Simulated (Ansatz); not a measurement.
# Compressing ZrC: a fit and a missing row

ZrC, Fm-3m, a = 4.709 Å. Ansatz: PBE, PAW, 420 eV, Γ-centred 16×16×16 mesh on 2 atoms, Gaussian smearing 0.10 eV; no spin polarisation. Symmetry fixes shape and atoms, so the cell is only scaled; pressure is positive in compression.

| V (Å³/atom) | P (GPa) |
| --- | --- |
| 12.268 | ? |
| 12.659 | 7.17 |
| 13.051 | -0.03 |
| 13.442 | -6.20 |
| 13.834 | -11.51 |

Take V0 = 13.051 Å³/atom, count pressures from its P0 = -0.03 GPa, fit the third-order Birch–Murnaghan form to the other rows, and predict the missing pressure.

With the Eulerian strain f = ½[(V0/V)^(2/3) − 1] and y = (P − P0)/[3f(1 + 2f)^(5/2)], the form is the line y = B0 + 1.5 B0 (B0′ − 4) f. Rows (f, y): 0.01027, 222.1; -0.00974, 221.8; -0.01905, 221.4. Means f = -0.006173, y = 221.77; Σ(Δf)² = 0.0004489, ΣΔfΔy = 0.01008; the slope is their ratio. y = 221.9 + 22.46 f GPa, so B0 = 221.9 GPa and B0′ = 4 + 2 × (22.46)/(3 × 221.9) = 4.07. At V = 12.268, f = 0.02105, y = 222.37 and P = 15.54 GPa. The run gave 15.54 GPa, the same to the digits shown. The form still works here, 33 % of the fitted range beyond its end.